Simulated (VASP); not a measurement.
# Mg2Sn (Fm-3m) in VASP: further runs

The runs below take Mg2Sn through relaxation of cell and atoms, with PBE.

Everything below comes from runs of VASP 6.6.1. Logs are shortened: lines on timing, memory, paths and dates and some standing lists are left out, and cuts for length are marked.

## Step 1: The structure

Symmetry: Fm-3m, No. 225, cubic system. Conventional cell: a = 6.739 Å, b = 6.739 Å, c = 6.739 Å, α = 90.00°, β = 90.00°, γ = 90.00°. Mg (site symmetry -43m) has 4 Sn at 2.92 Å as nearest neighbours. Sn (site symmetry m-3m) has 8 Mg at 2.92 Å as nearest neighbours.

## Step 2: Relaxation of cell and atoms, PBE

INCAR reads:

```
PREC = Accurate
ENCUT = 600
EDIFF = 1E-6
ISMEAR = 1
SIGMA = 0.1
LREAL = False
LASPH = True
NELM = 80
ALGO = Normal
ISIF = 3
LWAVE = False
LCHARG = False
GGA = PE
IBRION = 2
NSW = 90
EDIFFG = -0.01
KPAR = 2
```

KPOINTS reads:

```
Automatic mesh
0
Gamma
  10 10 10
```

POSCAR reads:

```
Mg2Sn
1.0
    0.0000000000      3.3695000000      3.3695000000
    3.3695000000      0.0000000000      3.3695000000
    3.3695000000      3.3695000000      0.0000000000
Mg Sn
2 1
Direct
    0.2500000000      0.2500000000      0.2500000000
    0.7500000000      0.7500000000      0.7500000000
    0.0000000000      0.0000000000      0.0000000000
```

Potentials or basis: VASP PAW PBE potentials, release 64 (Mg, Sn_d).

The run is started by

```bash
$ cat potpaw_PBE.64/Mg/POTCAR potpaw_PBE.64/Sn_d/POTCAR > POTCAR
$ mpirun -np 2 vasp_std > vasp.out
```

OUTCAR:

```text
PREC = Accurate
   ENCUT = 600
   EDIFF = 1E-6
   ISMEAR = 1
   LREAL = False
   LASPH = True
   NELM = 80
   ISIF = 3
   GGA = PE
   IBRION = 2
   NSW = 90
   EDIFFG = -0.01

 ion  position               nearest neighbor table
   1  0.250  0.250  0.250-   3 2.92   3 2.92   3 2.92   3 2.92   2 3.37   2 3.37   2 3.37   2 3.37
                             2 3.37   2 3.37
   2  0.750  0.750  0.750-   3 2.92   3 2.92   3 2.92   3 2.92   1 3.37   1 3.37   1 3.37   1 3.37
                             1 3.37   1 3.37
   3  0.000  0.000  0.000-   2 2.92   2 2.92   2 2.92   1 2.92   2 2.92   1 2.92   1 2.92   1 2.92

  LATTYP: Found a face centered cubic cell.
 ALAT       =     6.7390000000

  Lattice vectors:

 A1 = (   0.0000000000,   3.3695000000,   3.3695000000)
 A2 = (   3.3695000000,   0.0000000000,   3.3695000000)
 A3 = (   3.3695000000,   3.3695000000,   0.0000000000)

Analysis of symmetry for initial positions (statically):
=====================================================================
 Subroutine PRICEL returns:
 Original cell was already a primitive cell.

 Routine SETGRP: Setting up the symmetry group for a
 face centered cubic supercell.

 Subroutine GETGRP returns: Found 48 space group operations
 (whereof 48 operations were pure point group operations)
 out of a pool of 48 trial point group operations.

The static configuration has the point symmetry O_h .

Analysis of symmetry for dynamics (positions and initial velocities):
=====================================================================
 Subroutine PRICEL returns:
 Original cell was already a primitive cell.

 Routine SETGRP: Setting up the symmetry group for a
 face centered cubic supercell.

 Subroutine GETGRP returns: Found 48 space group operations
 (whereof 48 operations were pure point group operations)
 out of a pool of 48 trial point group operations.

The dynamic configuration has the point symmetry O_h .

 Subroutine INISYM returns: Found 48 space group operations
 (whereof 48 operations are pure point group operations),
 and found     1 'primitive' translations

----------------------------------------------------------------------------------------

                                     Primitive cell

  volume of cell :      76.5114

  direct lattice vectors                    reciprocal lattice vectors
     0.000000000  3.369500000  3.369500000    -0.148389969  0.148389969  0.148389969
     3.369500000  0.000000000  3.369500000     0.148389969 -0.148389969  0.148389969
     3.369500000  3.369500000  0.000000000     0.148389969  0.148389969 -0.148389969

  length of vectors
     4.765192598  4.765192598  4.765192598     0.257018965  0.257018965  0.257018965

  position of ions in fractional coordinates (direct lattice)
     0.250000000  0.250000000  0.250000000
     0.750000000  0.750000000  0.750000000
     0.000000000  0.000000000  0.000000000

  ion indices of the primitive-cell ions
   primitive index   ion index
                 1           1
                 2           2
                 3           3

----------------------------------------------------------------------------------------

 KPOINTS: Automatic mesh

Automatic generation of k-mesh.
 Grid dimensions read from file:
 generate k-points for:   10   10   10

 Generating k-lattice:

  Cartesian coordinates                     Fractional coordinates (reciprocal lattice)
    -0.014838997  0.014838997  0.014838997     0.100000000  0.000000000  0.000000000
     0.014838997 -0.014838997  0.014838997     0.000000000  0.100000000  0.000000000
     0.014838997  0.014838997 -0.014838997     0.000000000  0.000000000  0.100000000

  Length of vectors
     0.025701897  0.025701897  0.025701897

  Shift w.r.t. Gamma in fractional coordinates (k-lattice)
     0.000000000  0.000000000  0.000000000

 Subroutine IBZKPT returns following result:
 ===========================================

 Found     47 irreducible k-points:

 Following reciprocal coordinates:
            Coordinates               Weight
  0.000000  0.000000  0.000000      1.000000
  0.100000  0.000000  0.000000      8.000000
  0.200000  0.000000  0.000000      8.000000
  0.300000  0.000000  0.000000      8.000000
  0.400000  0.000000  0.000000      8.000000
  0.500000  0.000000  0.000000      4.000000
[... 16 lines left out ...]
  0.300000  0.300000  0.000000      6.000000
  0.400000  0.300000  0.000000     24.000000
 [... further k-points ...]
   k-points           NKPTS =     47   k-points in BZ     NKDIM =     47   number of bands    NBANDS=     13
   number of dos      NEDOS =    301   number of ions     NIONS =      3
   total plane-waves  NPLWV =  64000
   dimension x,y,z NGX =    40 NGY =   40 NGZ =   40
   dimension x,y,z NGXF=    80 NGYF=   80 NGZF=   80
   ions per type =               2   1
   NGX,Y,Z   is equivalent  to a cutoff of  13.96, 13.96, 13.96 a.u.
   NGXF,Y,Z  is equivalent  to a cutoff of  27.91, 27.91, 27.91 a.u.
 SYSTEM =  unknown system
   PREC   = accura    normal or accurate (medium, high low for compatibility)
   ISTART =      0    job   : 0-new  1-cont  2-samecut
   ICHARG =      2    charge: 1-file 2-atom 10-const
   ISPIN  =      1    spin polarized calculation?
   LNONCOLLINEAR =      F non collinear calculations
   LSORBIT =      F    spin-orbit coupling
   LASPH  =      T    aspherical Exc in radial PAW
   ENCUT  =  600.0 eV  44.10 Ry    6.64 a.u.   9.52  9.52  9.52*2*pi/ulx,y,z
   NELM   =     80;   NELMIN=  2; NELMDL= -5     # of ELM steps
   EDIFF  = 0.1E-05   stopping-criterion for ELM
   LREAL  =      F    real-space projection
   EDIFFG = -.1E-01   stopping-criterion for IOM
   NSW    =     90    number of steps for IOM
   IBRION =      2    ionic relax: 0-MD 1-quasi-New 2-CG
   NFREE  =      1    steps in history (QN), initial steepest desc. (CG)
   ISIF   =      3    stress and relaxation
   ISYM   =      2    0-nonsym 1-usesym 2-fastsym
   POTIM  = 0.5000    time-step for ionic-motion
   TEBEG  =    0.0;   TEEND  =   0.0 temperature during run
   PSTRESS=    0.0 pullay stress
   NELECT =      18.0000    total number of electrons
   NUPDOWN=      -1.0000    fix difference up-down
   EMIN   =  10.00;   EMAX   =-10.00  energy-range for DOS
   EFERMI =   0.00;   METHOD = LEGACY
   ISMEAR =     1;   SIGMA  =   0.10  broadening in eV -4-tet -1-fermi 0-gaus
   EFERMI_NEDOS =   21; number of points for ismear=-14 and -15
   IALGO  =     38    algorithm
   IMIX   =      4    mixing-type and parameters
     AMIX     =   0.40;   BMIX     =  1.00
     AMIX_MAG =   1.60;   BMIX_MAG =  1.00
  volume/ion in A,a.u.               =      25.50       172.11
  Fermi-wavevector in a.u.,A,eV,Ry     =   1.010625  1.909805 13.896497  1.021364
  Thomas-Fermi vector in A             =   2.143626
   LORBIT       =      0    0 simple, 1 ext, 2 COOP (PROOUT), +10 PAW based schemes
   GGA     = PE    functional components
   LHFCALC =     F    Hartree Fock is set to
   AEXX    =    0.0000 exact exchange contribution
   IVDW    =     0    specifies the selected vdW correction
   LEPSILON=     F    determine dielectric tensor
   LRPA    =     F    only Hartree local field effects (RPA)
 conjugate gradient relaxation of ions
 non-spin polarized calculation
 Methfessel and Paxton  Order N= 1 SIGMA  =   0.10
  energy-cutoff  :      600.00
  volume of cell :       76.51
 maximum number of plane-waves:      2637
 NGX is ok and might be reduce to    40
   NGX = 19   NGY = 19   NGZ = 19

--------------------------------------- Ionic step        1  -------------------------------------------

 number of electron      18.0000001 magnetization

 Free energy of the ion-electron system (eV)
  ---------------------------------------------------
  ext. energy  EPLUGINS =         0.00000000
  ---------------------------------------------------
  free energy    TOTEN  =        -7.42312304 eV

  energy without entropy =       -7.42322952  energy(sigma->0) =       -7.42315853

------------------------ aborting loop because EDIFF is reached ----------------------------------------

  FORCE on cell =-STRESS in cart. coord.  units (eV):
  Direction    XX          YY          ZZ          XY          YZ          ZX
  --------------------------------------------------------------------------------------
  -------------------------------------------------------------------------------------
  Total        0.6723671      0.6723671      0.6723671      0.0000000     -0.0000000      0.0000000
  in kB       14.0796114     14.0796114     14.0796114      0.0000000     -0.0000000      0.0000000
  external PRESSURE =      14.0796114 kB  Pullay stress =       0.0000000 kB

 VOLUME and BASIS-vectors are now :
 -----------------------------------------------------------------------------
  energy-cutoff  :      600.00
  volume of cell :       76.51
      direct lattice vectors                 reciprocal lattice vectors
     0.000000000  3.369500000  3.369500000    -0.148389969  0.148389969  0.148389969
     3.369500000  0.000000000  3.369500000     0.148389969 -0.148389969  0.148389969
     3.369500000  3.369500000  0.000000000     0.148389969  0.148389969 -0.148389969

 POSITION                                       TOTAL-FORCE (eV/Angst)
 -----------------------------------------------------------------------------------
      1.68475      1.68475      1.68475        -0.000000      0.000000      0.000000
      5.05425      5.05425      5.05425         0.000000     -0.000000     -0.000000
      0.00000      0.00000      0.00000         0.000000      0.000000      0.000000
 -----------------------------------------------------------------------------------
    total drift:                               -0.000000      0.000000     -0.000000

  FREE ENERGIE OF THE ION-ELECTRON SYSTEM (eV)
  ---------------------------------------------------
  free  energy   TOTEN  =        -7.4231230360 eV

  energy  without entropy=       -7.4232295189  energy(sigma->0) =       -7.42315853

--------------------------------------- Ionic step        2  -------------------------------------------

 number of electron      18.0000004 magnetization

 Free energy of the ion-electron system (eV)
  ---------------------------------------------------
  ext. energy  EPLUGINS =         0.00000000
  ---------------------------------------------------
  free energy    TOTEN  =        -7.43312473 eV

  energy without entropy =       -7.43307231  energy(sigma->0) =       -7.43310725

 E-fermi :   4.0689     XC(G=0):  -8.6780

 val. band max:        4.0502755311   @ k =   0.4000   0.4000   0.0000
 cond. band min:       4.1243237242   @ k =   0.0000   0.0000   0.0000
 fundamental gap:      0.0740481931
 Fermi energy:         4.0689395113

 k-point     1 :       0.0000    0.0000    0.0000
  band No.  band energies     occupation
      1     -16.8406      2.00000
      2     -16.8406      2.00000
      3     -16.8406      2.00000
      4     -16.8043      2.00000
      5     -16.8043      2.00000
      6      -4.8835      2.00000
      7       4.1243      0.20355
      8       4.1243      0.20355
      9       4.1243      0.20355
     10       5.4139     -0.00000
     11       6.2351      0.00000
     12       6.2351      0.00000
     13       6.2351      0.00000

 k-point     2 :       0.1000    0.0000    0.0000
  band No.  band energies     occupation
      1     -16.8405      2.00000
      2     -16.8403      2.00000
      3     -16.8403      2.00000
      4     -16.8042      2.00000
      5     -16.8042      2.00000
      6      -4.8041      2.00000
      7       3.1799      2.00000
      8       3.9963      1.93719
      9       3.9963      1.93719
     10       5.6308     -0.00000
     11       6.4336      0.00000
[... 339 lines left out ...]
 k-point    24 :       0.4000    0.3000    0.0000
  band No.  band energies     occupation
      1     -16.8426      2.00000
      2     -16.8359      2.00000
      3     -16.8358      2.00000
      4     -16.8056      2.00000
      5     -16.8021      2.00000
      6      -3.6868      2.00000
      7       0.4112      2.00000
      8       1.9762      2.00000
      9       2.3624      2.00000
     10       4.4845     -0.00000
     11       5.1633     -0.00000
     12       9.0131      0.00000
     13       9.1847      0.00000

 [... further k-points ...]
[... 5 lines left out ...]
  --------------------------------------------------------------------------------------
  -------------------------------------------------------------------------------------
  Total       -0.0156398     -0.0156398     -0.0156398      0.0000000      0.0000000     -0.0000000
  in kB       -0.3171058     -0.3171058     -0.3171058      0.0000000      0.0000000     -0.0000000
  external PRESSURE =      -0.3171058 kB  Pullay stress =       0.0000000 kB

 VOLUME and BASIS-vectors are now :
 -----------------------------------------------------------------------------
  energy-cutoff  :      600.00
  volume of cell :       79.02
      direct lattice vectors                 reciprocal lattice vectors
    -0.000000000  3.405931903  3.405931903    -0.146802700  0.146802700  0.146802700
     3.405931903 -0.000000000  3.405931903     0.146802700 -0.146802700  0.146802700
     3.405931903  3.405931903  0.000000000     0.146802700  0.146802700 -0.146802700

 POSITION                                       TOTAL-FORCE (eV/Angst)
 -----------------------------------------------------------------------------------
      1.70297      1.70297      1.70297        -0.000000     -0.000000     -0.000000
      5.10890      5.10890      5.10890         0.000000      0.000000      0.000000
      0.00000      0.00000      0.00000         0.000000      0.000000     -0.000000
 -----------------------------------------------------------------------------------
    total drift:                               -0.000000      0.000000     -0.000000

  FREE ENERGIE OF THE ION-ELECTRON SYSTEM (eV)
  ---------------------------------------------------
  free  energy   TOTEN  =        -7.4331247298 eV

  energy  without entropy=       -7.4330723051  energy(sigma->0) =       -7.43310725

 reached required accuracy - stopping structural energy minimisation
```

Wall time 22 s (2 MPI ranks of Intel Xeon 6975P-C (Granite Rapids), shared host); peak memory 0.28 GiB.

What came out:

```
Free energy                            : -7.4331 eV
Relaxed volume                         : 26.34 Å³/atom
Relaxed cell                           : a = 4.817 Å, b = 4.817 Å, c = 4.817 Å, α = 60.00°, β = 60.00°, γ = 60.00°
Space group after relaxing (to 0.05 Å) : Fm-3m (No. 225)
Energy gained by relaxing              : 3.3 meV/atom
Ionic steps                            : 2
Pressure after relaxing                : 0.0 GPa
Band gap on the k mesh                 : none (metal or under the smearing width)
```

Step by step:
| step | energy change (eV) | largest force (eV/Å) | pressure (GPa) | volume (Å³) |
| --- | --- | --- | --- | --- |
| 1 | 0.0000 | 0.0000 | 1.41 | 76.51 |
| 2 | -0.0100 | 0.0000 | -0.03 | 79.02 |

Final structure:
```
CELL_PARAMETERS angstrom
0.00000 3.40593 3.40593
3.40593 0.00000 3.40593
3.40593 3.40593 0.00000
ATOMIC_POSITIONS crystal
Mg 0.25000 0.25000 0.25000
Mg 0.75000 0.75000 0.75000
Sn 0.00000 0.00000 0.00000
```

Levels at points of the mesh, in eV from the Fermi level:
```tsv
k point	band 7	band 8	band 9	band 10	band 11	band 12
(0.00, 0.00, 0.00)	0.06	0.06	0.06	1.34	2.17	2.17
(0.50, 0.00, 0.00)	-4.69	-0.77	-0.77	0.63	2.25	2.25
(0.50, 0.50, 0.00)	-4.48	-2.02	-2.02	-0.14	0.24	7.17
```

Caveat: this crystal is a semiconductor, whose small gap the functional closes, so the metal is an error of the method.

(Part 1 of 2 ends here.)
